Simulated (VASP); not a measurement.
H2C: band gap by level of theory

Space group P-1 (No. 2). a = 13.015 Å, b = 13.515 Å, c = 14.015 Å, α = 90.00°, β = 90.00°, γ = 90.00°
```tsv
atom	site	symmetry	x	y	z
C	2i	1	0.0437	0.4836	0.4810
H	2i	1	0.0656	0.4057	0.4841
H	2i	1	0.0974	0.5333	0.4450
```

```csv
rung,level,program and potentials,cutoff (eV),k mesh,band gap (eV),notes
LDA,LDA,"VASP, LDA PAW files C, H, 400 eV",400,1 × 1 × 1,5.66,-
GGA,PBE,"VASP, PBE PAW files C, H, 400 eV",400,1 × 1 × 1,5.68,-
GGA,PBEsol,"VASP, PBE PAW files C, H, 400 eV",400,1 × 1 × 1,5.69,potentials made for PBE
GGA,RPBE,"VASP, PBE PAW files C, H, 400 eV",400,1 × 1 × 1,5.68,potentials made for PBE
non-local van der Waals functional,optB86b-vdW,"VASP, PBE PAW files C, H, 400 eV",400,1 × 1 × 1,5.66,potentials made for PBE
non-local van der Waals functional,rev-vdW-DF2,"VASP, PBE PAW files C, H, 400 eV",400,1 × 1 × 1,5.64,potentials made for PBE
meta-GGA + dispersion,r2SCAN+rVV10,"VASP, PBE PAW files C, H, 400 eV",400,1 × 1 × 1,6.17,potentials made for PBE
```

Task: single point. All rows: no spin polarisation. Gaps are the least found on the k mesh or the band path, and a mesh can miss the band edges. The cell was made for these runs and isn't a measured one. All levels ran on this one cell, unrelaxed unless noted. Meshes are those of the run's cell of 6 atoms unless a note names another. Runs on faulty files, with rough fits or with known faults for this quantity aren't shown. No row holds spin-orbit coupling.

By rung: LDA 5.66; GGA 5.68 to 5.69; non-local van der Waals functional 5.64 to 5.66; meta-GGA + dispersion 6.17 (eV).
